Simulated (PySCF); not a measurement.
A species of formula [C6H5O]- has this rotational fingerprint, computed with PySCF 2.14.0, PBE0-D3(BJ)/def2-SVP geometry optimisation, gas phase:

```
Rotational constants                         : A = 7900, B = 1978, C = 1582 MHz
Dipole components (about the centre of mass) : |μa| = 1.38 D, |μb| = 0.83 D, |μc| = 0.00 D
Inertial defect                              : 0.00 u·Å²
κ                                            : -0.87
```

Question: Which structure is it? (One computed conformer of each.)
A. phenolate, `[O-]c1ccccc1`
B. `[O:1]=[CH:2][c-:3]1[cH:4][cH:5][cH:6][cH:7]1` (charge -1) with O1–C2–C3–C4 0°

Answer: B. It is O=C[c-]1cccc1, an asymmetric top, point group Cs. The candidates at the same level (rigid rotor, commonest isotopes):

```tsv
SMILES	A (MHz)	B (MHz)	C (MHz)	μa (D)	μb (D)	μc (D)	Δ (u·Å²)	point group	rotor
[O-]c1ccccc1	5721	2685	1827	3.55	0.00	0.00	0.00	C2v	asymmetric top
O=C[c-]1cccc1	7900	1978	1582	1.38	0.83	0.00	0.00	Cs	asymmetric top
```

`[O-]c1ccccc1` has B 36 % too high. In the right answer the mirror of this Cs structure is the ab plane, so μc vanishes by symmetry. No structure here is proved a minimum.
